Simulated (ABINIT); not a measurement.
The system is AlFe.

```
CELL_PARAMETERS angstrom
2.91000 0.00000 0.00000
0.00000 2.91000 0.00000
0.00000 0.00000 2.91000
ATOMIC_POSITIONS crystal
Fe 0.50000 0.50000 0.50000
Al 0.00000 0.00000 0.00000
```

Base run:

| Item | Value |
| --- | --- |
| Program | ABINIT 10.8.3 (patched build) |
| Functional | LDA |
| Potentials or basis | JTH PAW LDA v2.0 |
| Cutoff | 544 eV |
| k mesh | 9 × 9 × 9 |
| Occupations | fermi-dirac, width 0.05 eV |
| Spin | collinear spin, ferromagnetic start |
| Starting moments | [3.0, 0.0] μB |

Its results: band gap on the k mesh none (metal or under the smearing width); net moment 0.63 μB per cell; site moments Fe +0.66; Al -0.02 μB.

Q: After a change of settings the same cell gave: band gap on the k mesh none (metal or under the smearing width); net moment 0.87 μB per cell; site moments Fe +0.90; Al -0.02 μB. Which change was it?
A. functional from LDA to BLYP; potentials or basis from JTH PAW LDA v2.0 to JTH PAW PBE v2.0
B. functional from LDA to WC; potentials or basis from JTH PAW LDA v2.0 to JTH PAW PBE v2.0
C. functional from LDA to PBEsol; potentials or basis from JTH PAW LDA v2.0 to JTH PAW PBE v2.0
D. k mesh from 9 × 9 × 9 to 5 × 5 × 5

A: D.

Caveats: some runs use coarse meshes.

Runs at the PBE level aren't shown here.
